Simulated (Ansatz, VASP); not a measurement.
KCl (Sylvite): VASP beside Ansatz

Contents of POSCAR:

```
KCl
1.0
    0.0000000000      3.1448471320      3.1448471320
    3.1448471320      0.0000000000      3.1448471320
    3.1448471320      3.1448471320      0.0000000000
K Cl
1 1
Direct
    0.0000000000      0.0000000000      0.0000000000
    0.5000000000      0.5000000000      0.5000000000
```

The input INCAR.step1:

```
SYSTEM = KCl
PREC     = Accurate       ! precision mode
ENCUT    = 520            ! plane-wave cutoff, eV
ISMEAR   = 1              ! smearing method
SIGMA    = 0.001          ! smearing width, eV
LREAL    = .False.        ! projectors in reciprocal space
LASPH    = .True.         ! aspherical terms in the spheres
NELM     = 60             ! most SCF steps
NBANDS   = 15             ! bands
GGA      = PE             ! functional
ALGO     = Normal         ! electronic algorithm
EDIFF    = 1E-4           ! SCF threshold, eV
LWAVE    = .True.         ! write WAVECAR
LCHARG   = .False.        ! write CHGCAR
```

INCAR.step2

```
SYSTEM = KCl
PREC     = Accurate       ! precision mode
ENCUT    = 520            ! plane-wave cutoff, eV
EDIFF    = 1E-7           ! SCF threshold, eV
ISMEAR   = 1              ! smearing method
SIGMA    = 0.001          ! smearing width, eV
LREAL    = .False.        ! projectors in reciprocal space
LASPH    = .True.         ! aspherical terms in the spheres
NELM     = 60             ! most SCF steps
ALGO     = Normal         ! electronic algorithm
ISIF     = 2              ! what is computed and relaxed
LWAVE    = .False.        ! write WAVECAR
LCHARG   = .True.         ! write CHGCAR
METAGGA  = R2SCAN         ! meta-GGA
LMIXTAU  = .True.       
LELF     = .True.         ! ELF
LVHAR    = .True.       
NBANDS   = 15             ! bands
ISTART   = 1
```

The input KPOINTS:

```
regular mesh
0
Gamma
  6 6 6
  0 0 0
```

Input for Ansatz:

```yaml
crystal:
  lattice:
    - [0.0, 3.144847132, 3.144847132]
    - [3.144847132, 0.0, 3.144847132]
    - [3.144847132, 3.144847132, 0.0]
  atoms:
    - { symbol: K, position: [0.0, 0.0, 0.0] }
    - { symbol: Cl, position: [0.5, 0.5, 0.5] }
kpoints:
  mp_grid: { grid: [6, 6, 6] }
hamiltonian:
  xc: r2scan
scf:
  occupations: { method: cold, width: 0.001 }
  n_extra_bands: 4
output:
  forces: true
  stress: true
  eigenvalues: true
```

Alike in both runs: task single point; functional r2SCAN; k mesh 6 × 6 × 6; no spin polarisation.

|  | VASP | Ansatz |
| --- | --- | --- |
| version | VASP 6.6.1 | Ansatz 0.2.0 |
| potentials or method | VASP PAW PBE potentials, release 64 (K_sv, Cl) | plane waves |
| plane-wave cutoff (eV) | 520 | 500 |
| occupations | methfessel-paxton of order 1, width 0.001 eV | cold, width 0.001 eV |
| valence electrons in the cell | 16 | 16 |

Ansatz gave:

| Quantity | Value |
| --- | --- |
| gap on the k mesh at the Fermi level (eV) | 5.83 |
| pressure (GPa) | 0.0 |

What did VASP give for the same quantities?

gap on the k mesh at the Fermi level (eV): 5.84; pressure (GPa): 0.0.

Caveats: the PAW data sets were made with another functional, which shifts forces and pressure a little (VASP). r2SCAN opens gaps a little over a GGA but as a rule still falls short of measured ones.
